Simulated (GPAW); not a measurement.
A run of GPAW 26.7.0 is set up as follows.

run.py

```python
import numpy as np
from ase import Atoms
from ase.dft.bandgap import bandgap
from ase.io import write
from ase.units import GPa
from gpaw import GPAW, PW, setup_paths
from gpaw.spinorbit import soc_eigenstates

setup_paths.insert(0, '.')

atoms = Atoms(['Nb'],
              cell=[[0.0, 2.115, 2.115],
                    [2.115, 0.0, 2.115],
                    [2.115, 2.115, 0.0]],
              scaled_positions=[[0.0, 0.0, 0.0]],
              pbc=True)

calc = GPAW(mode=PW(600),
            xc='PBEsol',
            kpts={'size': (11, 11, 11), 'gamma': True},
            occupations={'name': 'fermi-dirac', 'width': 0.05},
            nbands=15,
            convergence={'density': 1e-05, 'energy': 1e-05},
            maxiter=150,
            txt='gpaw.txt')
atoms.calc = calc
energy = atoms.get_potential_energy()
forces = atoms.get_forces()
stress = atoms.get_stress()
calc.write('gs.gpw')
write('result.traj', atoms)
print(f'Energy: {energy:.6f} eV')
print('Forces (eV/A):')
print(forces.round(4))
print('Stress (GPa):', (stress / GPa).round(3))
print('Fermi level:', round(calc.get_fermi_level(), 4), 'eV')
print(f'Gap: {bandgap(calc)[0]:.4f} eV, direct: {bandgap(calc, direct=True)[0]:.4f} eV')

path = atoms.cell.bandpath('GXWKGLUWLK,UX', npoints=100, eps=1e-4)
bs_calc = calc.fixed_density(kpts=path, symmetry='off', nbands=23,
                             convergence={'bands': 'CBM+6.0', 'eigenstates': 1e-6}, txt='bands.txt')
bs = bs_calc.band_structure()
bs.write('bs.json')
print(f'Gap on the path: {bandgap(bs_calc)[0]:.4f} eV')

soc = soc_eigenstates(bs_calc, theta=54.7, phi=45)
np.savetxt('soc_bands.dat', soc.eigenvalues(), fmt='%.4f')
mesh = soc_eigenstates('gs.gpw', theta=54.7, phi=45)
np.savetxt('soc_mesh.dat', mesh.eigenvalues(), fmt='%.4f')
print('Fermi level with spin-orbit coupling:', round(mesh.fermi_level, 4), 'eV')
```

Potentials or basis: PAW data sets generated in the run's folder for this functional, pw.

Launch:

```console
$ gpaw-setup -f PBEsol Nb
$ OMP_NUM_THREADS=1 python run.py
```

Estimate the band gap along the path.

none (metal or under the smearing width).

What does it give for the pressure?

-8.0 GPa.

Levels at the corners of the path, in eV from the Fermi level:
| point | band 10 | band 11 | band 12 | band 13 | band 14 | band 15 |
| --- | --- | --- | --- | --- | --- | --- |
| Γ | -6.20 | 0.06 | 0.06 | 0.06 | 0.06 | 0.17 |
| X | -4.02 | -3.28 | -3.28 | 3.50 | 3.50 | 4.57 |
| W | -2.63 | -1.15 | -1.15 | -1.08 | -1.08 | 1.85 |
| K | -3.07 | -2.21 | -2.21 | 0.54 | 0.54 | 2.72 |
| Γ | -6.20 | 0.06 | 0.06 | 0.06 | 0.06 | 0.17 |
| L | -3.81 | -0.15 | -0.15 | -0.03 | -0.03 | 1.31 |
| U | -3.07 | -2.21 | -2.21 | 0.54 | 0.54 | 2.72 |
| W | -2.63 | -1.15 | -1.15 | -1.08 | -1.08 | 1.85 |
| L | -3.81 | -0.15 | -0.15 | -0.03 | -0.03 | 1.31 |
| K | -3.07 | -2.21 | -2.21 | 0.54 | 0.54 | 2.72 |
| U | -3.07 | -2.21 | -2.21 | 0.54 | 0.54 | 2.72 |
| X | -4.02 | -3.28 | -3.28 | 3.50 | 3.50 | 4.57 |

Caveat: spin-orbit coupling was added after a scalar SCF, so levels and gaps hold it while energy, forces, pressure and moments don't; this program's spin-orbit splittings come out too wide for heavy elements.
